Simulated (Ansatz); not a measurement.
# Lu: frozen-core PAW against all-electron methods

```
Lu
1.0
     3.20283    0.00000    0.00000
     0.00000    3.20283    0.00000
     0.00000    0.00000    3.20283
Lu
1
Direct
  0.00000 0.00000 0.00000
```

The structure comes from a relaxation in the same program, started in the sc type, and has space group Pm-3m. Whether it is a known phase or the ground state wasn't checked.

No spin–orbit coupling, which matters for the heavy atoms here.

All numbers are computed: DFT, PBE, PAW with Ansatz's default frozen-core files, scalar-relativistic (Ansatz 0.2.0); DFT, PBE, all-electron PAW with datasets made for the crystal, scalar-relativistic (Ansatz 0.2.0); DFT, PBE, all-electron LAPW, scalar-relativistic (Ansatz 0.2.0).

For PAW: a Γ-centred 13×13×13 k mesh, Fermi–Dirac smearing of 0.03 eV, cutoff 420 eV, no spin polarisation. The crystal-made all-electron datasets (AE datasets) take a cutoff of 340 eV at this cell. LAPW targets a basis error of 0.25 meV/atom. The Ansatz runs share mesh, smearing and spin set-up. Plane-wave (PAW) pressures include the program's estimate of the Pulay term.

Stress and pressure are positive in compression.

Levels count from the Fermi level.

```tsv
quantity	PAW	AE datasets	LAPW
pressure (GPa)	0.00	0.00	0.00
highest filled level at Γ (eV)	-0.401	-0.401	-0.401
lowest empty level at Γ (eV)	5.999	5.998	5.998
highest filled level at M (eV)	-0.204	-0.203	-0.203
lowest empty level at M (eV)	3.235	3.235	3.235
```
